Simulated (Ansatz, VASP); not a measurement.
**One calculation of Al, two programs**

INCAR

```
SYSTEM = Al
PREC = Accurate
ENCUT = 600
EDIFF = 1E-7
ISMEAR = -1
SIGMA = 0.05
LREAL = .False.
LASPH = .True.
NELM = 80
ALGO = Normal
ISIF = 3
LWAVE = .False.
LCHARG = .False.
GGA = B5
ALDAX = 1.0
AGGAX = 1.0
AGGAC = 1.0
ALDAC = 0.0
IBRION = 2
NSW = 60
EDIFFG = -0.01
```

Contents of KPOINTS:

```
Automatic mesh
0
Gamma
  12 12 12
  0 0 0
```

Contents of POSCAR:

```
Al
1.0
   -1.5912186900      1.5912186900      1.5912186900
    1.5912186900     -1.5912186900      1.5912186900
    1.5912186900      1.5912186900     -1.5912186900
Al
1
Direct
    0.0000000000      0.0000000000      0.0000000000
```

Contents of input.yaml:

```yaml
crystal:
  lattice:
    - [-1.59121869, 1.59121869, 1.59121869]
    - [1.59121869, -1.59121869, 1.59121869]
    - [1.59121869, 1.59121869, -1.59121869]
  atoms:
    - { symbol: Al, position: [0.0, 0.0, 0.0] }
hamiltonian:
  xc: blyp
  pseudopotentials: { kind: paw }
kpoints:
  mp_grid: { grid: [12, 12, 12] }
scf:
  occupations: { method: fermi_dirac, width: 0.05 }
output:
  forces: true
  stress: true
  eigenvalues: true
relax:
  f_tol: 0.01
  max_steps: 40
  cell: { stress_tol: 0.05 }
```

This isn't the form of Al at room conditions, which is fcc.

Alike in both runs: task relaxation of cell and atoms; functional BLYP; k mesh 12 × 12 × 12; occupations fermi-dirac, width 0.05 eV; no spin polarisation.

|  | VASP | Ansatz |
| --- | --- | --- |
| version | VASP 6.6.1 | Ansatz 0.2.0 |
| potentials or method | VASP PAW PBE potentials, release 64 (Al) | Ansatz PAW |
| plane-wave cutoff (eV) | 600 | 420 |
| valence electrons in the cell | 3 | 3 |

Ansatz gave:

```
gap on the k mesh at the Fermi level, each at its own relaxed structure (eV) : none
relaxed volume (Å³/atom)                                                     : 18.17
relaxed cell length with the largest relative difference (Å)                 : 2.869
energy change over the relaxation (meV/atom)                                 : -44
```

Question: Which values does VASP return?

Answer: gap on the k mesh at the Fermi level, each at its own relaxed structure (eV): none; relaxed volume (Å³/atom): 18.23; relaxed cell length with the largest relative difference (Å): 2.872; energy change over the relaxation (meV/atom): -45.

A gap of «none» marks a metal or a gap that the smearing closes.

Caveats: the PAW data sets were made with another functional, which shifts forces and pressure a little (VASP); the plane-wave basis is chosen anew once the cell has moved, so the energies of steps on either side of that aren't comparable (Ansatz); the PAW data sets come from PBE, with cores solved anew for the run's functional, which leaves a small shift of forces and pressure (Ansatz).
